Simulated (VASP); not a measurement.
Wanted: the native input for a VASP 6.6.1 run.

* Task: relaxation of the atoms
* Functional: PBE
* Potentials or basis: VASP PAW PBE potentials, release 64 (B_s, P)
* Cutoff: 300 eV
* k mesh: 5 × 5 × 5
* Occupations: gaussian, width 0.03 eV
* Spin: no spin polarisation
* Further INCAR settings: ALGO = Fast; EDIFF = 1e-07; IBRION = 2; EDIFFG = -0.01; NSW = 40

The structure of BP lies in POSCAR:

```
BP                                      
1.0
    0.0000000000      2.3030316554      2.3030316554
    2.3030316554      0.0000000000      2.3030316554
    2.3030316554      2.3030316554      0.0000000000
  B               P             
     1     1
Direct
     0.0000000000000000    0.0000000000000000    0.0000000000000000
     0.2500000000000000    0.2500000000000000    0.2500000000000000
```

The cell isn't the ideal one: a relaxed cell with its volume scaled by 1.04.

One way to write it, as run:

INCAR

```
  PREC = Accurate
  ENCUT = 300
  EDIFF = 1E-7
  ISMEAR = 0
  SIGMA = 0.03
  LREAL = F
  LASPH = T
  NELM = 80
  ALGO = Fast
  ISIF = 2
  LWAVE = F
  LCHARG = F
  GGA = PE
  IBRION = 2
  NSW = 40
  EDIFFG = -0.01
```

KPOINTS

```
regular mesh
0
Gamma
  5 5 5
```

Potentials or basis: VASP PAW PBE potentials, release 64 (B_s, P).

Command:

```bash
$ cat potpaw_PBE.64/B_s/POTCAR potpaw_PBE.64/P/POTCAR > POTCAR
$ mpirun -np 1 vasp_std > vasp.out
```

Results of the run:

```
Band gap on the k mesh : 1.29 eV, indirect (least direct gap 3.33 eV)
```

Caveat: the k mesh is coarse (spacing up to 0.47 Å⁻¹), so the values aren't converged; the relaxation stopped at its first step, so nothing moved; an odd mesh through Γ misses points on the zone boundary, where band edges often lie.

Run time: 3.5 s on 1 thread of Intel(R) Xeon(R) Platinum 8488C (Sapphire Rapids), with other jobs on the host, peak memory 0.11 GiB.
